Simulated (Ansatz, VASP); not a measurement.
CuO: VASP beside Ansatz

```
Cu O
1.0
     2.87950    0.00000    0.00000
     0.03907    2.87928    0.00000
     0.01750    0.01724    5.17634
Cu O
2 2
Cartesian
  -0.0177 1.4585 -0.0007
  1.4094 0.0115 2.6013
  2.8805 -0.0141 3.8669
  0.0432 2.8597 1.2942
```

Change from the starting cell: atoms moved at random, drawn with an rms of 0.05 Å.

Alike in both runs: task single point; functional PBEsol; k mesh 9 × 9 × 5; occupations fermi-dirac, width 0.05 eV; no spin polarisation.

|  | VASP | Ansatz |
| --- | --- | --- |
| version | VASP 6.6.1 | Ansatz 0.2.0 |
| potentials or method | VASP PAW PBE potentials, release 64 (Cu, O) | Ansatz PAW |
| plane-wave cutoff (eV) | 520 | 420 |
| valence electrons in the cell | 34 | 50 |

VASP gave:

```
gap on the k mesh at the Fermi level (eV)       : none
pressure (GPa)                                  : -1.0
largest component of the traceless stress (GPa) : 2.09
rms of the force components (eV/Å)              : 0.344
```

Problem. What did Ansatz give for the same quantities?

Solution. gap on the k mesh at the Fermi level (eV): none; pressure (GPa): -1.7; largest component of the traceless stress (GPa): 2.41; rms of the force components (eV/Å): 0.334.

Atom by atom the forces differ by 0.010 eV/Å (rms over components). A gap of «none» marks a metal or a gap that the smearing closes. The two sets of potentials don't hold the same shells in valence.

Caveats: the run has no spin polarisation, though such a crystal can be magnetic; semilocal functionals often make such compounds metallic where correlation or magnetic order opens a gap, which also shifts bond lengths; the PAW data sets were made with another functional, which shifts forces and pressure a little (VASP); the pressure holds a Pulay correction of +0.7 GPa for the finite cutoff (Ansatz); the PAW data sets come from PBE, with cores solved anew for the run's functional, which leaves a small shift of forces and pressure (Ansatz).
